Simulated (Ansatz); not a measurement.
A crystal relaxed with r2SCAN+rVV10 in the plane-wave code Ansatz has space group R3m:H (No. 160) and a = 2.500 Å, c = 9.760 Å.

```csv
atom,site,x,y,z
Xx,3a,0.0000,0.0000,0.0003
N,3a,0.6667,0.3333,0.0006
```

r2SCAN gives an indirect gap of 4.65 eV, from k = (-0.010, 0.294, -0.323) to F; the least direct gap is 5.34 eV at H₀–L (0.20 of the way from H₀). HSE06 gives an indirect gap of 5.40 eV, from k = (-0.010, 0.294, -0.323) to F; the least direct gap is 6.11 eV at H₀–L (0.20 of the way from H₀). The PBE0 gap is indirect, 6.14 eV (k = (-0.010, 0.294, -0.323) to F), below the direct gap of 6.86 eV at H₀–L (0.20 of the way from H₀). Meshes: r2SCAN 12×12×12, HSE06 8×8×8, PBE0 8×8×8. r2SCAN's ε∞ is 4.5 along x and y, 2.7 along z.

Problem. Which element is Xx?
A. Ga
B. Al
C. In
D. B

Solution. D. Xx is B: BN (R3m) from a database structure. Around B lie 3 N at 1.44 Å; around N lie 3 B at 1.44 Å.

The values are computed, spin-unpolarised, and not measurements.

Where an edge lies off the special points, it is a point of the mesh or the k point where a search put PBE's edge or least direct gap, reused for the other functionals, whose own edges may lie a little apart.

Coordinates of k points refer to the reciprocal vectors of the primitive cell of the runs.
